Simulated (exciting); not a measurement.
Two BSE runs for the Ba L₃ edge of BaS, space group Fm-3m. Run A: exciting, all-electron LAPW+lo, PBE, exchange and screened direct term (singlet BSE), 3×3×3 shifted k points, 36 conduction bands, |G+q| up to 3 bohr⁻¹ (2 in the exchange term), full RPA screening with nempty = 61, Lorentzian half width 1.66 eV. Run B has a fault in its input.

Energy from the Kohn–Sham onset, core level to the lowest empty state found on the meshes used; one zero for both, scaled to A's maximum:

```
E (eV)     A     B
 -11.5  0.03  0.04
 -11.0  0.03  0.05
 -10.5  0.03  0.05
 -10.0  0.04  0.06
  -9.5  0.04  0.07
  -9.0  0.04  0.08
  -8.5  0.05  0.09
  -8.0  0.05  0.10
  -7.5  0.06  0.12
  -7.0  0.07  0.14
  -6.5  0.08  0.16
  -6.0  0.09  0.20
  -5.5  0.10  0.24
  -5.0  0.12  0.30
  -4.5  0.14  0.39
  -4.0  0.17  0.51
  -3.5  0.21  0.67
  -3.0  0.27  0.88
  -2.5  0.35  1.08
  -2.0  0.45  1.20
  -1.5  0.59  1.22
  -1.0  0.73  1.17
  -0.5  0.85  1.05
   0.0  0.93  0.89
   0.5  0.99  0.73
   1.0  1.00  0.61
   1.5  0.94  0.51
   2.0  0.84  0.45
   2.5  0.73  0.40
   3.0  0.64  0.36
   3.5  0.56  0.33
   4.0  0.49  0.30
   4.5  0.45  0.28
   5.0  0.41  0.27
   5.5  0.38  0.26
   6.0  0.36  0.25
   6.5  0.34  0.24
   7.0  0.32  0.23
   7.5  0.30  0.23
   8.0  0.29  0.23
   8.5  0.29  0.23
   9.0  0.29  0.23
   9.5  0.29  0.23
  10.0  0.29  0.22
  10.5  0.28  0.22
  11.0  0.27  0.22
  11.5  0.27  0.22
  12.0  0.26  0.22
  12.5  0.26  0.22
  13.0  0.27  0.23
  13.5  0.28  0.24
  14.0  0.30  0.25
  14.5  0.31  0.25
  15.0  0.31  0.24
  15.5  0.30  0.23
  16.0  0.28  0.22
  16.5  0.26  0.20
  17.0  0.25  0.19
  17.5  0.24  0.18
  18.0  0.23  0.18
  18.5  0.23  0.18
  19.0  0.22  0.18
  19.5  0.22  0.17
  20.0  0.22  0.17
  20.5  0.21  0.16
  21.0  0.21  0.16
  21.5  0.20  0.16
  22.0  0.20  0.15
  22.5  0.19  0.14
  23.0  0.18  0.14
  23.5  0.17  0.13
```

Q: What most likely went wrong in run B?

Far too few empty states in the screening (empty states in the screening from 61 to 3). The spectrum differs from run A by 57 % r.m.s. Moving the earlier curve by -2.3 eV leaves 16 %. The highest maximum lies at -1.7 eV (1.22), against 0.8 eV (1.00). The first bright state moves from -0.80 to -2.23 eV. Too few states underscreen, so the attraction is too strong. Other settings could leave a like mark; this is the change that was made.

[Banner, clock and machine lines of the logs are left out without a mark of their own.]

[Logs are printed without paths, hosts, clocks, repeated set-up lines and the standing remarks that a program may print on its own settings, such as how far it seeks lower states.]

[Hosts, paths, dates, database ids (printed as entryN), source tags and the programs' standing remarks are cut or masked in the printed files.]
